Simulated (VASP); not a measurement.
# InP (F-43m) in VASP: a series of runs

One crystal, InP, is run at these levels: PBE; tasks: G0W0 quasiparticle levels.

All numbers are computed with VASP 6.6.1; they aren't measurements. Logs are shortened: lines on timing, memory, paths and dates and some standing lists are left out, and cuts for length are marked.

## 1. Starting point

Symmetry: F-43m, No. 216, cubic system. The conventional cell has a = 5.861 Å, b = 5.861 Å, c = 5.861 Å, α = 90.00°, β = 90.00°, γ = 90.00°. In (site symmetry -43m) is surrounded by 4 P at 2.54 Å. Around P (site symmetry -43m) lie 4 In at 2.54 Å.

## 2. G0W0 quasiparticle levels, PBE

File POSCAR:

```
InP
1.0
    0.0000000000      2.9305000000      2.9305000000
    2.9305000000      0.0000000000      2.9305000000
    2.9305000000      2.9305000000      0.0000000000
In P
1 1
Direct
    0.0000000000      0.0000000000      0.0000000000
    0.7500000000      0.7500000000      0.7500000000
```

File INCAR.step1:

```
PREC = Accurate ; ENCUT = 450
EDIFF = 1E-8 ; ISMEAR = 0
SIGMA = 0.01 ; LREAL = False
LASPH = True ; NELM = 60
ALGO = Fast ; LWAVE = True
LCHARG = False ; GGA = PE
```

File INCAR.step2:

```
PREC = Accurate ; ENCUT = 450
EDIFF = 1E-8 ; ISMEAR = 0
SIGMA = 0.01 ; LREAL = False
LASPH = True ; NELM = 1
ALGO = Exact ; LWAVE = True
LCHARG = False ; GGA = PE
NBANDS = 69 ; LOPTICS = True
ISTART = 1
```

File INCAR.step3:

```
PREC = Accurate ; ENCUT = 450
EDIFF = 1E-8 ; ISMEAR = 0
SIGMA = 0.01 ; LREAL = False
LASPH = True ; ALGO = EVGW0
LWAVE = False ; LCHARG = False
GGA = PE ; NELMGW = 1
NBANDS = 69 ; ENCUTGW = 75
NOMEGA = 48 ; PRECFOCK = Fast
ISTART = 1 ; NBANDSGW = 17
```

File KPOINTS:

```
regular mesh
0
Gamma
  3 3 3
```

Potentials or basis: VASP PAW PBE potentials, release 64 (In_d_GW, P_GW).

Started as:

```bash
> cat potpaw_PBE.64/In_d_GW/POTCAR potpaw_PBE.64/P_GW/POTCAR > POTCAR
> cp INCAR.step1 INCAR
> mpirun -np 1 vasp_std > vasp.out
> cp INCAR.step2 INCAR
> mpirun -np 1 vasp_std > vasp.out
> cp INCAR.step3 INCAR
> mpirun -np 1 vasp_std > vasp.out
```

OUTCAR:

```text
PREC = Accurate
   ENCUT = 450
   EDIFF = 1E-8
   ISMEAR = 0
   LREAL = False
   LASPH = True
   GGA = PE
   NELMGW = 1
   ENCUTGW = 75
   PRECFOCK = Fast
   ISTART = 1

 Found      4 irreducible k-points:

 Following reciprocal coordinates:
            Coordinates               Weight
  0.000000  0.000000  0.000000      1.000000
  0.333333  0.000000  0.000000      8.000000
  0.333333  0.333333  0.000000      6.000000
 -0.333333  0.333333  0.000000     12.000000
   k-points           NKPTS =      4   k-points in BZ     NKDIM =     27   number of bands    NBANDS=     69
   number of dos      NEDOS =    301   number of ions     NIONS =      2
   total plane-waves  NPLWV =  27000
   dimension x,y,z NGX =    30 NGY =   30 NGZ =   30
   dimension x,y,z NGXF=    60 NGYF=   60 NGZF=   60
   ions per type =               1   1
   NGX,Y,Z   is equivalent  to a cutoff of  12.03, 12.03, 12.03 a.u.
   NGXF,Y,Z  is equivalent  to a cutoff of  24.07, 24.07, 24.07 a.u.
 SYSTEM =  unknown system
   PREC   = accura    normal or accurate (medium, high low for compatibility)
   ISTART =      1    job   : 0-new  1-cont  2-samecut
   ICHARG =      0    charge: 1-file 2-atom 10-const
   ISPIN  =      1    spin polarized calculation?
   LNONCOLLINEAR =      F non collinear calculations
   LSORBIT =      F    spin-orbit coupling
   LASPH  =      T    aspherical Exc in radial PAW
   ENCUT  =  450.0 eV  33.07 Ry    5.75 a.u.   7.17  7.17  7.17*2*pi/ulx,y,z
   NELM   =     60;   NELMIN=  2; NELMDL=  0     # of ELM steps
   EDIFF  = 0.1E-07   stopping-criterion for ELM
   LREAL  =      F    real-space projection
   EDIFFG = 0.1E-06   stopping-criterion for IOM
   NSW    =      0    number of steps for IOM
   IBRION =     -1    ionic relax: 0-MD 1-quasi-New 2-CG
   NFREE  =      0    steps in history (QN), initial steepest desc. (CG)
   ISIF   =      0    stress and relaxation
   ISYM   =      3    0-nonsym 1-usesym 2-fastsym
   POTIM  = 0.5000    time-step for ionic-motion
   TEBEG  =    0.0;   TEEND  =   0.0 temperature during run
   PSTRESS=    0.0 pullay stress
   NELECT =      18.0000    total number of electrons
   NUPDOWN=      -1.0000    fix difference up-down
   EMIN   =  10.00;   EMAX   =-10.00  energy-range for DOS
   EFERMI =   0.00;   METHOD = LEGACY
   ISMEAR =     0;   SIGMA  =   0.01  broadening in eV -4-tet -1-fermi 0-gaus
   EFERMI_NEDOS =   21; number of points for ismear=-14 and -15
   IALGO  =     38    algorithm
   IMIX   =      4    mixing-type and parameters
     AMIX     =   0.40;   BMIX     =  1.00
     AMIX_MAG =   1.60;   BMIX_MAG =  1.00
  volume/ion in A,a.u.               =      25.17       169.83
  Fermi-wavevector in a.u.,A,eV,Ry     =   1.162021  2.195901 18.371846  1.350293
  Thomas-Fermi vector in A             =   2.298587
   LORBIT       =      0    0 simple, 1 ext, 2 COOP (PROOUT), +10 PAW based schemes
   GGA     = PE    functional components
   LHFCALC =     T    Hartree Fock is set to
   PRECFOCK=fast      Normal, Fast or Accurate (Low or Medium for compatibility)
   ENCUT4O =  -1.0   cutoff for four orbital integrals eV
   NKREDX  =     1    reduce k-point grid by
   NKREDY  =     1    reduce k-point grid by
   NKREDZ  =     1    reduce k-point grid by
   AEXX    =    1.0000 exact exchange contribution
   HFSCREEN=    0.0000 screening length (either q_TF or 0.3 A-1)
   HFSCREENC=   0.0000 screening length for correlation (either q_TF or 0.3 A-1)
   ENCUTFOCK=  -1.0 apply spherical cutoff to Coloumb kernel
   IVDW    =     0    specifies the selected vdW correction
   LEPSILON=     F    determine dielectric tensor
   LRPA    =     F    only Hartree local field effects (RPA)
   LRPAFORCE           =     F    calculate RPA forces
   ENCUTGW             =  75.0    cutoff for response function in eV
   ENCUTGWSOFT         =  60.0    soft cutoff for Coulomb kernel in GW response function in eV
   ENCUTLF             =  -1.0    cutoff for local field effects
   NELMGW              =     1    number of iterations in solving QP/BSE equation
   NELMHF              =     1    number of iterations in the inner HF iteration
   NKREDLFX            =     1    NKREDLFY  =   1   NKREDLFZ  =   1
 non-spin polarized calculation
 Gauss-broadening in eV      SIGMA  =   0.01
  energy-cutoff  :      450.00
  volume of cell :       50.33
 maximum number of plane-waves:      1113
 NGX is ok and might be reduce to    30
  NGX = 16; NGY = 16; NGZ = 16
   NGX = 15   NGY = 15   NGZ = 15
 maximum number of plane-waves:        76
 NGX is ok and might be reduce to    14

 QP shifts <psi_nk| G(iteration)W_0 |psi_nk>: iteration 1
 for sc-GW calculations column KS-energies equals QP-energies in previous step
 and V_xc(KS)=  KS-energies - (<T + V_ion + V_H > + <T+V_H+V_ion>^1  + <V_x>^1)

 k-point   1 :       0.0000    0.0000    0.0000
  band No.  KS-energies  QP-energies   sigma(KS)   V_xc(KS)     V^pw_x(r,r')   Z            occupation Imag(sigma)

      1     -10.2935     -11.9828     -18.9899     -16.5971     -25.3299       0.7060       2.0000       0.4217
      2     -10.2935     -11.9828     -18.9899     -16.5971     -25.3299       0.7060       2.0000       0.4217
      3     -10.2935     -11.9828     -18.9899     -16.5971     -25.3299       0.7060       2.0000       0.4217
      4     -10.1478     -11.8515     -19.1028     -16.6818     -25.3438       0.7037       2.0000       0.3468
      5     -10.1478     -11.8515     -19.1028     -16.6818     -25.3438       0.7037       2.0000       0.3468
      6      -7.4964      -7.7090     -11.6070     -11.2913     -18.2327       0.6733       2.0000       1.0903
[... 9 lines left out ...]
     16      13.3901      13.8194      -9.6510     -10.2237      -4.5789       0.7496       0.0000      -0.2557
     17      15.1508      15.0283      -7.7037      -7.5435      -2.2265       0.7641       0.0000      -0.4674

 k-point   2 :       0.3333    0.0000    0.0000
  band No.  KS-energies  QP-energies   sigma(KS)   V_xc(KS)     V^pw_x(r,r')   Z            occupation Imag(sigma)

      1     -10.3781     -11.9802     -18.7129     -16.4128     -25.1399       0.6965       2.0000       0.4451
      2     -10.2620     -11.9532     -19.0250     -16.6274     -25.3501       0.7053       2.0000       0.4124
      3     -10.2620     -11.9532     -19.0250     -16.6274     -25.3501       0.7053       2.0000       0.4124
      4     -10.1408     -11.8443     -19.1095     -16.6930     -25.3595       0.7049       2.0000       0.3463
      5     -10.1408     -11.8443     -19.1095     -16.6930     -25.3595       0.7049       2.0000       0.3463
      6      -6.3725      -6.5968     -12.1403     -11.8029     -18.3662       0.6648       2.0000       0.8926
[... 9 lines left out ...]
     16      13.0533      13.3493      -9.2928      -9.6878      -4.1946       0.7493       0.0000      -0.2668
     17      17.8490      18.0815      -9.1634      -9.4725      -3.1524       0.7522       0.0000      -0.7051

 k-point   3 :       0.3333    0.3333    0.0000
  band No.  KS-energies  QP-energies   sigma(KS)   V_xc(KS)     V^pw_x(r,r')   Z            occupation Imag(sigma)

      1     -10.4312     -12.0191     -18.6498     -16.3708     -25.1036       0.6967       2.0000       0.4606
      2     -10.2170     -11.9169     -19.0915     -16.6871     -25.4095       0.7070       2.0000       0.4025
      3     -10.2170     -11.9169     -19.0915     -16.6871     -25.4095       0.7070       2.0000       0.4025
      4     -10.1841     -11.8779     -19.0267     -16.6159     -25.2746       0.7026       2.0000       0.3527
      5     -10.1218     -11.8245     -19.1240     -16.7120     -25.3767       0.7060       2.0000       0.3417
      6      -5.9900      -6.2086     -12.2166     -11.8859     -18.3061       0.6611       2.0000       0.8362
[... 9 lines left out ...]
     16      17.3369      17.4530      -8.4955      -8.6494      -2.7486       0.7547       0.0000      -0.5770
     17      18.1419      18.5909      -9.8836     -10.4771      -3.7866       0.7564       0.0000      -0.8319

 k-point   4 :      -0.3333    0.3333    0.0000
  band No.  KS-energies  QP-energies   sigma(KS)   V_xc(KS)     V^pw_x(r,r')   Z            occupation Imag(sigma)

      1     -10.4274     -11.9934     -18.6131     -16.3607     -25.0946       0.6952       2.0000       0.4659
      2     -10.2340     -11.9252     -19.0534     -16.6462     -25.3601       0.7026       2.0000       0.3928
      3     -10.2154     -11.9146     -19.0904     -16.6901     -25.4093       0.7079       2.0000       0.4047
      4     -10.1615     -11.8580     -19.0718     -16.6581     -25.3238       0.7029       2.0000       0.3482
      5     -10.1360     -11.8363     -19.1032     -16.6913     -25.3551       0.7050       2.0000       0.3431
      6      -5.2477      -5.4565     -12.7313     -12.4205     -18.6365       0.6719       2.0000       0.7406
[... 9 lines left out ...]
     16      17.1146      17.3323      -8.8422      -9.1331      -3.0451       0.7487       0.0000      -0.5595
     17      17.9823      18.2748      -9.2080      -9.6029      -3.1821       0.7406       0.0000      -0.7089
```

OUTCAR.step2:

```text
PREC = Accurate
   ENCUT = 450
   EDIFF = 1E-8
   ISMEAR = 0
   LREAL = False
[... 538 lines left out ...]
     0.00000    90.57283    90.57283    90.57283    -0.00000    -0.00000     0.00000
     0.85756   -88.54285   -88.54285   -88.54285    -0.00000    -0.00000     0.00000
     1.71512    20.09534    20.09534    20.09534    -0.00000    -0.00000     0.00000
     2.57268   -54.46089   -54.46089   -54.46089    -0.00000    -0.00000    -0.00000
     3.43024     9.45421     9.45421     9.45421    -0.00000    -0.00000    -0.00000
     4.28780   -24.84735   -24.84735   -24.84735     0.00000     0.00000    -0.00000
[... 92 lines left out ...]
    84.04087     0.88355     0.88355     0.88355     0.00000     0.00000    -0.00000
    84.89843     0.88691     0.88691     0.88691     0.00000     0.00000    -0.00000
```

It took 37 s on 1 thread of Intel Xeon 6975P-C (Granite Rapids), shared host; peak memory 0.32 GiB.

The run converged, but some of its settings lie outside the range that counts as converged, so its numbers aren't taken as properties of the crystal.

Results:

* Band gap on the k mesh, mean-field level: 0.67 eV, direct
* Quasiparticle gap: 1.18 eV
* Least direct quasiparticle gap: 1.18 eV

Caveat: the k mesh is coarse (spacing up to 0.62 Å⁻¹), so the values aren't converged; bands, screening cutoff and mesh are small and nothing is extrapolated, so the quasiparticle values aren't converged; spin-orbit coupling is left out, which moves the levels of the heavy elements.

## 3. G0W0 quasiparticle levels, PBE

POSCAR is that of step 2.

Edit INCAR.step1 of step 2 so:

```diff
@@ -1,2 +1,2 @@
-PREC = Accurate ; ENCUT = 450
+PREC = Accurate ; ENCUT = 350
 EDIFF = 1E-8 ; ISMEAR = 0
```

Edit INCAR.step2 of step 2 so:

```diff
@@ -1,2 +1,2 @@
-PREC = Accurate ; ENCUT = 450
+PREC = Accurate ; ENCUT = 350
 EDIFF = 1E-8 ; ISMEAR = 0
```

File INCAR.step3:

```
PREC = Accurate ; ENCUT = 350
EDIFF = 1E-8 ; ISMEAR = 0
SIGMA = 0.01 ; LREAL = False
LASPH = True ; ALGO = EVGW0
LWAVE = False ; LCHARG = False
GGA = PE ; NELMGW = 1
NBANDS = 69 ; ENCUTGW = 150
NOMEGA = 48 ; PRECFOCK = Fast
ISTART = 1 ; NBANDSGW = 17
```

KPOINTS is that of step 2.

Potentials or basis: VASP PAW PBE potentials, release 64 (In_d_GW, P_GW).

Started as:

```bash
> cat potpaw_PBE.64/In_d_GW/POTCAR potpaw_PBE.64/P_GW/POTCAR > POTCAR
> cp INCAR.step1 INCAR
> mpirun -np 1 vasp_std > vasp.out
> cp INCAR.step2 INCAR
> mpirun -np 1 vasp_std > vasp.out
> cp INCAR.step3 INCAR
> mpirun -np 1 vasp_std > vasp.out
```

OUTCAR:

```text
PREC = Accurate
   ENCUT = 350
   EDIFF = 1E-8
   ISMEAR = 0
   LREAL = False
   LASPH = True
   GGA = PE
   NELMGW = 1
   ENCUTGW = 150
   PRECFOCK = Fast
   ISTART = 1

 Found      4 irreducible k-points:

 Following reciprocal coordinates:
            Coordinates               Weight
  0.000000  0.000000  0.000000      1.000000
  0.333333  0.000000  0.000000      8.000000
  0.333333  0.333333  0.000000      6.000000
 -0.333333  0.333333  0.000000     12.000000
   k-points           NKPTS =      4   k-points in BZ     NKDIM =     27   number of bands    NBANDS=     69
   number of dos      NEDOS =    301   number of ions     NIONS =      2
   total plane-waves  NPLWV =  21952
   dimension x,y,z NGX =    28 NGY =   28 NGZ =   28
   dimension x,y,z NGXF=    56 NGYF=   56 NGZF=   56
   ions per type =               1   1
   NGX,Y,Z   is equivalent  to a cutoff of  11.23, 11.23, 11.23 a.u.
   NGXF,Y,Z  is equivalent  to a cutoff of  22.46, 22.46, 22.46 a.u.
 SYSTEM =  unknown system
[... 32 lines left out ...]
  Thomas-Fermi vector in A             =   2.298587
   LORBIT       =      0    0 simple, 1 ext, 2 COOP (PROOUT), +10 PAW based schemes
   GGA     = PE    functional components
   LHFCALC =     T    Hartree Fock is set to
   PRECFOCK=fast      Normal, Fast or Accurate (Low or Medium for compatibility)
   ENCUT4O =  -1.0   cutoff for four orbital integrals eV
   NKREDX  =     1    reduce k-point grid by
   NKREDY  =     1    reduce k-point grid by
   NKREDZ  =     1    reduce k-point grid by
   AEXX    =    1.0000 exact exchange contribution
   HFSCREEN=    0.0000 screening length (either q_TF or 0.3 A-1)
   HFSCREENC=   0.0000 screening length for correlation (either q_TF or 0.3 A-1)
   ENCUTFOCK=  -1.0 apply spherical cutoff to Coloumb kernel
   IVDW    =     0    specifies the selected vdW correction
   LEPSILON=     F    determine dielectric tensor
   LRPA    =     F    only Hartree local field effects (RPA)
   LRPAFORCE           =     F    calculate RPA forces
   ENCUTGW             = 150.0    cutoff for response function in eV
   ENCUTGWSOFT         = 120.0    soft cutoff for Coulomb kernel in GW response function in eV
   ENCUTLF             =  -1.0    cutoff for local field effects
   NELMGW              =     1    number of iterations in solving QP/BSE equation
   NELMHF              =     1    number of iterations in the inner HF iteration
   NKREDLFX            =     1    NKREDLFY  =   1   NKREDLFZ  =   1
 non-spin polarized calculation
 Gauss-broadening in eV      SIGMA  =   0.01
  energy-cutoff  :      350.00
  volume of cell :       50.33
 maximum number of plane-waves:       751
 NGX is ok and might be reduce to    28
  NGX = 14; NGY = 14; NGZ = 14
   NGX = 13   NGY = 13   NGZ = 13
 maximum number of plane-waves:       220

 QP shifts <psi_nk| G(iteration)W_0 |psi_nk>: iteration 1
 for sc-GW calculations column KS-energies equals QP-energies in previous step
 and V_xc(KS)=  KS-energies - (<T + V_ion + V_H > + <T+V_H+V_ion>^1  + <V_x>^1)

 k-point   1 :       0.0000    0.0000    0.0000
  band No.  KS-energies  QP-energies   sigma(KS)   V_xc(KS)     V^pw_x(r,r')   Z            occupation Imag(sigma)

      1     -10.2762     -11.9110     -18.9103     -16.5878     -25.2573       0.7039       2.0000       0.4139
      2     -10.2762     -11.9110     -18.9103     -16.5878     -25.2573       0.7039       2.0000       0.4139
      3     -10.2762     -11.9110     -18.9103     -16.5878     -25.2573       0.7039       2.0000       0.4139
      4     -10.1293     -11.7831     -19.0283     -16.6726     -25.2653       0.7021       2.0000       0.3374
      5     -10.1293     -11.7831     -19.0283     -16.6726     -25.2653       0.7021       2.0000       0.3374
      6      -7.4973      -7.7831     -11.7182     -11.2928     -18.2327       0.6718       2.0000       1.0851
[... 59 lines left out ...]
      3     -10.1972     -11.8342     -18.9987     -16.6806     -25.3241       0.7062       2.0000       0.3965
      4     -10.1435     -11.7897     -18.9967     -16.6489     -25.2468       0.7012       2.0000       0.3394
      5     -10.1184     -11.7661     -19.0247     -16.6820     -25.2733       0.7033       2.0000       0.3337
      6      -5.2464      -5.5529     -12.8801     -12.4229     -18.6339       0.6706       2.0000       0.7365
[... 9 lines left out ...]
     16      17.1153      17.3107      -8.8720      -9.1333      -3.0426       0.7479       0.0000      -0.5626
     17      17.9845      18.2487      -9.2485      -9.6057      -3.1809       0.7396       0.0000      -0.7155
```

OUTCAR.step1:

```text
PREC = Accurate
   ENCUT = 350
   EDIFF = 1E-8
   ISMEAR = 0
   LREAL = False
[... 173 lines left out ...]
      0.00000      0.00000      0.00000         0.000000      0.000000      0.000000
      4.39575      4.39575      4.39575        -0.000000     -0.000000     -0.000000
 -----------------------------------------------------------------------------------
    total drift:                                0.000000      0.000000      0.000000

  FREE ENERGIE OF THE ION-ELECTRON SYSTEM (eV)
  ---------------------------------------------------
  free  energy   TOTEN  =        -7.9668807446 eV

  energy  without entropy=       -7.9668807446  energy(sigma->0) =       -7.96688074
```

OUTCAR.step2:

```text
PREC = Accurate
   ENCUT = 350
   EDIFF = 1E-8
   ISMEAR = 0
   LREAL = False
[... 538 lines left out ...]
     0.00000    90.61516    90.61516    90.61516     0.00000    -0.00000     0.00000
     0.85740   -88.60711   -88.60711   -88.60711     0.00000    -0.00000     0.00000
     1.71479    20.08760    20.08760    20.08760     0.00000    -0.00000     0.00000
     2.57219   -54.50100   -54.50100   -54.50100    -0.00000     0.00000    -0.00000
     3.42959     9.37687     9.37687     9.37687    -0.00000     0.00000    -0.00000
     4.28699   -23.73979   -23.73979   -23.73979    -0.00000    -0.00000     0.00000
[... 92 lines left out ...]
    84.02491     0.88350     0.88350     0.88350    -0.00000     0.00000     0.00000
    84.88231     0.88686     0.88686     0.88686    -0.00000     0.00000     0.00000
```

It took 28 s on 1 thread of Intel Xeon 6975P-C (Granite Rapids), shared host; peak memory 0.23 GiB.

The run converged, but some of its settings lie outside the range that counts as converged, so its numbers aren't taken as properties of the crystal.

What came out:

```yaml
Band_gap_on_the_k_mesh_mean-field_level: 0.67 eV, direct
Quasiparticle_gap: 1.18 eV
Least_direct_quasiparticle_gap: 1.18 eV
```

Caveat: the k mesh is coarse (spacing up to 0.62 Å⁻¹), so the values aren't converged; bands, screening cutoff and mesh are small and nothing is extrapolated, so the quasiparticle values aren't converged; spin-orbit coupling is left out, which moves the levels of the heavy elements.

[end of part 1 of 2]
